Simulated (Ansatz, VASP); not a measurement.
# Al35PtN35 (V_N-Pt_Al) in two plane-wave programs, part 2 of 2

One calculation is typed for both programs; each brings its own data sets. How far apart do they land? The structure shown is the start of the Ansatz relaxation below; VASP solves that cell, so the two are compared at the walk's first step.

VASP 6.6.1 and Ansatz 0.2.0.

So far: The starting structure; Ansatz: relaxation, r2SCAN.

**3. VASP: single point, r2SCAN, start cell**

Level of this step: r2SCAN; plane waves and PAW (Al, N, Pt) (VASP).

The same cell, functional and mesh now go to VASP, with its own data sets.

Lines of VASP's logs that name or quote its potential files are left out, and so is its time.

File INCAR:

```
SYSTEM = Al35PtN35
PREC = Accurate
ENCUT = 580
EDIFF = 1E-06
NELM = 120
ISMEAR = 0
SIGMA = 0.01
LREAL = Auto
ALGO = Normal
METAGGA = R2SCAN
LASPH = .TRUE.
NBANDS = 200
LORBIT = 11
LWAVE = .FALSE.
LCHARG = .FALSE.
ISIF = 2
ISYM = 0
GGA_COMPAT = .FALSE.
EFERMI = MIDGAP
LMIXTAU = .TRUE.
NCORE = 2
```

File POSCAR:

```
Al35PtN35
1.0
    9.3195655359      0.0000000860      0.0000000000
   -4.6597828424      8.0709804634      0.0000000000
    0.0000000000      0.0000000000      9.9564777190
Al N Pt
35 35 1
Direct
    0.2219342132      0.1160312536      0.2512433684
    0.1130205035      0.2229955826      0.4948273013
    0.2256887046      0.1163319605      0.7521834740
    0.1094588709      0.2162849977      0.9988684031
    0.2214673241      0.4470487814      0.2537313969
    0.1169105481      0.5584521001      0.5013674656
    0.2275768364      0.4468813915      0.7521171855
    0.1158613418      0.5613543498      0.9992530773
    0.2267172248      0.7770948039      0.2517036718
    0.1139449028      0.8890862793      0.5039189703
    0.2276312734      0.7780535474      0.7505098902
    0.1160702363      0.8893741005      0.0019624692
    0.5500090646      0.1080047160      0.2473865828
    0.4456912005      0.2242319839      0.4948568298
    0.5610427404      0.1161780723      0.7504408899
    0.4414590942      0.2237724364      0.9962474963
    0.5601215110      0.4462517247      0.2529663673
    0.4498067502      0.5565747534      0.4976258813
    0.5584537721      0.4411577959      0.7493777630
    0.4398437381      0.5506008821      0.0018682592
    0.5570676328      0.7737891301      0.2515999202
    0.4439434485      0.8851187280      0.5033699810
    0.5507255791      0.7759104338      0.7464989336
    0.4397238897      0.8893147487      0.9976588388
    0.8897006500      0.1137856705      0.2541046213
    0.7731514685      0.2214495428      0.4965890689
    0.8935345767      0.1169292786      0.7501789499
    0.7754089806      0.2164166970      0.9979217832
    0.8874679086      0.4461039077      0.2539572800
    0.8885452080      0.4396677628      0.7470398880
    0.7801421749      0.5615950817      0.9986667254
    0.8908583709      0.7827972019      0.2467021038
    0.7745477801      0.8829494713      0.5010085033
    0.8840555182      0.7769583822      0.7468390137
    0.7764692479      0.8864786584      0.0042268242
    0.2229172943      0.1091721117      0.4358904949
    0.1093856262      0.2182390353      0.1942365618
    0.2211483582      0.1069900968      0.9440323441
    0.1052483282      0.2199196243      0.6919103517
    0.2179198991      0.4435689068      0.4438086565
    0.1146606652      0.5616846690      0.1898254637
    0.2195284462      0.4453196235      0.9444139047
    0.1128008810      0.5613957326      0.6916150665
    0.2273118828      0.7798258228      0.4375733189
    0.1135068720      0.8917112392      0.1860239185
    0.2188734603      0.7715910117      0.9405004726
    0.1170947836      0.8920592761      0.6916881848
    0.5534289765      0.1055108430      0.4424508470
    0.4388844626      0.2188012931      0.1882661773
    0.5507336522      0.1110711340      0.9426378750
    0.4393776008      0.2166337746      0.6899833650
    0.4481055904      0.5577479690      0.1863613873
    0.5578498222      0.4503345001      0.9418304610
    0.4437538676      0.5568298650      0.6856435772
    0.5542951289      0.7744714512      0.4446292278
    0.4431209861      0.8934313488      0.1898166252
    0.5612989190      0.7824729573      0.9396046739
    0.4428190440      0.8829435277      0.6910315268
    0.8863370110      0.1147224836      0.4405089956
    0.7786729434      0.2215548583      0.1952567017
    0.8943166735      0.1123878229      0.9383857689
    0.7807523732      0.2191447422      0.6914698344
    0.8947501435      0.4490925160      0.4406433805
    0.7795898054      0.5536535435      0.1863792651
    0.8895938755      0.4399274586      0.9383692972
    0.7739262008      0.5494738779      0.6898165389
    0.8914502403      0.7776673419      0.4360151373
    0.7754779140      0.8918570632      0.1877744372
    0.8878339122      0.7800010113      0.9446242201
    0.7754739984      0.8907886676      0.6867142370
    0.7733013997      0.5528899436      0.5030500887
```

File KPOINTS:

```
Points of the shifted mesh
1
Reciprocal
 0.2500000000  0.2500000000  0.2500000000 1
```

The projector-augmented-wave data sets are Al, N and Pt (PBE family, release 64).

Launch:

```bash
$ mpirun -np 8 vasp_std
```

Numbers of over 12 decimals in the logs are rounded to 6 here.

What it wrote:

```text
[banner, memory and clock lines left out]
running    8 mpi-ranks, on    1 nodes
[...]
|                                                                             |
|               ----> ADVICE to this user running VASP <----                  |
|                                                                             |
|     You enforced a specific xc type in the INCAR file but a different       |
|     [... a line on the potential file left out ...]
|     I HOPE YOU KNOW WHAT YOU ARE DOING!                                     |
|                                                                             |

 LDA part: xc-table for (None), standard interpolation
 POSCAR, INCAR and KPOINTS ok, starting setup
[...]
entering main loop
       N       E                     dE             d eps       ncg     rms          rms(c)
DAV:   1     0.115368390117E+04    0.11537E+04   -0.14978E+05   400   0.149E+03
DAV:   2    -0.720949790804E+03   -0.18746E+04   -0.17829E+04   496   0.300E+02
DAV:   3    -0.870388628552E+03   -0.14944E+03   -0.14805E+03   488   0.910E+01
DAV:   4    -0.872803819433E+03   -0.24152E+01   -0.24057E+01   480   0.121E+01
[...]
DAV:  28    -0.714794642482E+03    0.17120E-05   -0.99971E-06   328   0.373E-03    0.531E-02
DAV:  29    -0.714794641228E+03    0.12532E-05   -0.23200E-06   256   0.302E-03    0.526E-02
DAV:  30    -0.714794640902E+03    0.32628E-06   -0.13087E-06   224   0.135E-03
   1 F= -.71479464E+03 E0= -.71479464E+03  d E =-.492808E-06
```

From OUTCAR (step 3):

```text
 POSITION                                       TOTAL-FORCE (eV/Angst)
 -----------------------------------------------------------------------------------
      1.52765      0.93649      2.50150         0.528773     -1.144964     -0.599455
      0.01419      1.79979      4.92674        -0.565911     -0.699009      0.906116
      1.56124      0.93891      7.48910        -0.834199     -1.062118     -0.175375
      0.01227      1.74563      9.94521        -0.245649      0.799811      0.760899
     -0.01917      3.60812      2.52627         0.178974     -0.359355     -0.743641
     -1.51271      4.50726      4.99185        -0.914124      0.353345      0.393174
      0.03855      3.60677      7.48844        -1.094742     -0.360443     -0.308272
     -1.53601      4.53068      9.94904        -0.780734     -1.759240      0.404504
     -1.50819      6.27192      2.50608        -1.034342      0.815453     -0.400487
     -3.08103      7.17580      5.01726        -0.048908     -0.212766     -0.772455
     -1.50414      6.27966      7.47243        -1.228717      0.086387      0.105069
     -3.06257      7.17812      0.01954        -0.682313     -0.595199     -0.522457
      4.62257      0.87170      2.46310         0.542443      0.647810      0.543961
      3.10878      1.80977      4.92703         0.600710      0.218304      0.437200
[...]
-----------------------------------------------------------------------------------
    total drift:                                0.021631     -0.023997      0.032625

  FREE ENERGIE OF THE ION-ELECTRON SYSTEM (eV)
  ---------------------------------------------------
  free  energy   TOTEN  =      -714.7946409021 eV

  energy  without entropy=     -714.7946404093  energy(sigma->0) =     -714.79464066
```

The run ends at a pressure of 1.99 GPa, with forces up to 5.6 eV/Å.

**4. Side by side**

Known differences besides the potentials themselves: VASP keeps PBE cores, Ansatz makes them for the functional; fixed occupations in Ansatz, narrow Gaussian smearing in VASP; the data sets hold 298 valence electrons in Ansatz (on its PAW soft_1 files) and 290 in VASP; the cutoff is 500 eV in Ansatz and 580 eV in VASP (PREC = Accurate, projectors in real space). Total energies have different zeros and are not compared.

Forces on 7 of the 71 atoms, those with the largest forces and the largest differences (eV/Å; atoms numbered as in POSCAR):

| atom | Ansatz x, y, z | VASP x, y, z |
| --- | --- | --- |
| Al8 | -0.774, -1.747, 0.408 | -0.781, -1.759, 0.405 |
| N39 | 1.741, 1.039, -0.536 | 1.754, 1.045, -0.544 |
| N52 | -0.258, -0.612, 1.507 | -0.267, -0.613, 1.514 |
| N63 | 3.225, -3.048, 0.059 | 3.321, -3.104, 0.012 |
| N66 | 0.791, 0.165, 4.899 | 0.795, 0.163, 5.104 |
| N67 | -0.572, 4.738, -0.462 | -0.577, 4.807, -0.491 |
| Pt71 | -3.477, -1.429, -3.956 | -3.545, -1.463, -4.076 |

The forces differ by 21 meV/Å r.m.s., which is 2.1 % of the r.m.s. force of 0.975 eV/Å (both taken over all components). VASP's last cycles still show a density residual of 5e-03, so its state may not be settled.

**5. Outcome**

- r.m.s. force difference (single point, r2SCAN, start cell): 2.1 % of the r.m.s. force

The r.m.s. force difference is 2.1 % of the r.m.s. force (single point, r2SCAN, start cell), within the 3 % picked in this series as the mark of a large difference. The data sets hold unlike numbers of valence electrons (298 in Ansatz and 290 in VASP), so part of the differences comes from the potentials. 1 further run of this series is not shown here. How closely two codes agree says nothing of how well the functional describes the real material.

[Lines on the potential files, build, host, timing and source positions are cut from VASP's logs without a mark.]

[Logs are printed without paths, hosts, clocks, repeated set-up lines and the standing remarks that a program may print on its own settings, such as how far it seeks lower states.]

[Hosts, paths, dates, database ids (printed as entryN), source tags and the programs' standing remarks are cut or masked in the printed files.]
